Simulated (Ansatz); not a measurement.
# P under pressure: fit and missing row

P, Pm-3m, a = 2.391 Å. This isn't the element's structure at ambient conditions. Ansatz: PBEsol+D3(BJ), PAW, 420 eV, Γ-centred 18×18×18 mesh on 1 atom, Gaussian smearing 0.10 eV; no spin polarisation. Cell and atoms are relaxed at each pressure, and no other structure is tried, so the rows at high pressure may lie past a change of phase.

| V (Å³/atom) | P (GPa) |
| --- | --- |
| 11.263 | 40.00 |
| 12.214 | 20.00 |
| ? | 10.08 |
| 13.212 | 5.00 |
| 13.465 | 2.01 |
| 13.661 | 0.00 |
| 13.874 | -2.00 |

Take V0 = 13.661 Å³/atom, fit the third-order Birch–Murnaghan form to the other rows, and predict the missing volume.

With the Eulerian strain f = ½[(V0/V)^(2/3) − 1] and y = P/[3f(1 + 2f)^(5/2)], the form is the line y = B0 + 1.5 B0 (B0′ − 4) f. Rows (f, y): 0.06866, 140.8; 0.03875, 142.8; 0.01126, 140.0; 0.00484, 135.1; -0.00513, 133.3. Means f = 0.02368, y = 138.40; Σ(Δf)² = 0.003590, ΣΔfΔy = 0.3635; the slope is their ratio. y = 136.0 + 101.3 f GPa, so B0 = 136.0 GPa and B0′ = 4 + 2 × (101.3)/(3 × 136.0) = 4.50. P = 10.08 GPa is met at f = 0.02185 (y = 138.21), so V = V0 (1 + 2f)^(−3/2) = 12.812 Å³/atom. The run gave 12.833 Å³/atom, so the fit is 0.021 Å³/atom too low, within twice the rms miss on the fitted rows (0.015 Å³/atom). With a term in f² added B0′ becomes 5.83, so this figure hangs on the form.